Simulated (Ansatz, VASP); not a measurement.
# GaP: VASP beside Ansatz

INCAR

```
SYSTEM = GaP
PREC     = Accurate       ! precision mode
ENCUT    = 520            ! plane-wave cutoff, eV
EDIFF    = 1E-6           ! SCF threshold, eV
ISMEAR   = 0              ! smearing method
SIGMA    = 0.05           ! smearing width, eV
LREAL    = .FALSE.        ! projectors in reciprocal space
LASPH    = .TRUE.         ! aspherical terms in the spheres
NELM     = 60             ! most SCF steps
ALGO     = Normal         ! electronic algorithm
ISIF     = 2              ! what is computed and relaxed
LWAVE    = .FALSE.        ! write WAVECAR
LCHARG   = .TRUE.         ! write CHGCAR
GGA      = PE             ! functional
LELF     = .TRUE.         ! ELF
LVHAR    = .TRUE.       
NBANDS   = 16             ! bands
```

KPOINTS

```
regular mesh
0
G
  8 8 8
  0 0 0
```

File POSCAR:

```
GaP
1.0
    0.0000000000      2.8213502327      2.6837233921
    2.8213502327      0.0000000000      2.6837233921
    2.8213502327      2.8213502327      0.0000000000
Ga P
1 1
Direct
    0.0000000000      0.0000000000      0.0000000000
    0.7500000000      0.7500000000      0.7500000000
```

Input for Ansatz:

```yaml
crystal:
  lattice:
    - [0.0, 2.8213502327, 2.6837233921]
    - [2.8213502327, 0.0, 2.6837233921]
    - [2.8213502327, 2.8213502327, 0.0]
  atoms:
    - { symbol: Ga, position: [0.0, 0.0, 0.0] }
    - { symbol: P, position: [0.75, 0.75, 0.75] }
basis:
  ecutwfc: 420
kpoints:
  mp_grid: { grid: [8, 8, 8] }
hamiltonian:
  xc: pbe
scf:
  occupations: { method: gaussian, width: 0.05 }
output:
  forces: true
  stress: true
  eigenvalues: true
```

Change from the starting cell: strain +0.025 along x and y, -0.025 along z, atoms carried along.

Alike in both runs: task single point; functional PBE; k mesh 8 × 8 × 8; occupations gaussian, width 0.05 eV; no spin polarisation.

|  | VASP | Ansatz |
| --- | --- | --- |
| version | VASP 6.6.1 | Ansatz 0.2.0 |
| potentials or method | VASP PAW PBE potentials, release 64 (Ga_d, P) | scalar-relativistic, plane waves, PAW |
| plane-wave cutoff (eV) | 520 | 420 |
| valence electrons in the cell | 18 | 18 |

|  | VASP | Ansatz | Ansatz less VASP |
| --- | --- | --- | --- |
| gap on the k mesh at the Fermi level (eV) | 1.20 | 1.20 | +0.003 |
| least direct gap on the mesh (eV) | 1.20 | 1.20 | +0.003 |
| pressure (GPa) | -1.8 | -1.8 | +0.06 |
| largest component of the traceless stress (GPa) | 2.21 | 2.21 | -0.003 |

A k mesh can miss the band edges.
